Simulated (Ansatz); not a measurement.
# A strain series on GaSb (zincblende): uniaxial along x, other directions held

GaSb in the zincblende structure, relaxed with r2SCAN in the plane-wave code Ansatz, then strained (uniaxial along x, other directions held; changes of length per length, axes as in the cell below) with the atoms relaxed again within the symmetry that is left. It is cubic, F-43m (No. 216); a = 6.132 Å in the conventional setting, 28.82 Å³ an atom. Around Ga lie 4 Sb at 2.66 Å; around Sb lie 4 Ga at 2.66 Å. The values are computed, spin-unpolarised, and not measurements.

```
CELL_PARAMETERS angstrom
0.00000 3.06588 3.06588
3.06588 0.00000 3.06588
3.06588 3.06588 0.00000
ATOMIC_POSITIONS crystal
Ga 0.00000 0.00000 0.00000
Sb 0.25000 0.25000 0.25000
```

Gaps are the least over each mesh (r2SCAN 8×8×8, HSE06 6×6×6 when unstrained) and the special points, which keep their unstrained names; stress is the change from the unstrained cell, compression positive.

```
strain (%)  gap, r2SCAN (eV)  gap, HSE06 (eV)  edges, HSE06  stress along the strain, r2SCAN (GPa)  energy rise, r2SCAN (meV/atom)
     -3.12             0.524            0.897             Γ                                  +2.82                             7.8
     -1.23             0.457            0.821             Γ                                  +1.09                             1.2
       0.0             0.414            0.772             Γ                                   0.00                             0.0
      +4.0             0.029            0.358             Γ                                  -3.24                            12.0
```

Between zero and the nearest strains the slope of the HSE06 gap against strain is -0.040 eV per percent for negative and -0.103 for positive strain.

Spin-orbit coupling is left out, which matters wherever the heavy atoms make up the band edges.

Gaps or overlaps of about a tenth of an eV are at the limit of these meshes: between the points read a gap can be smaller or closed.

The meshes of the hybrids are coarse, so their gaps aren't converged to the digits shown.
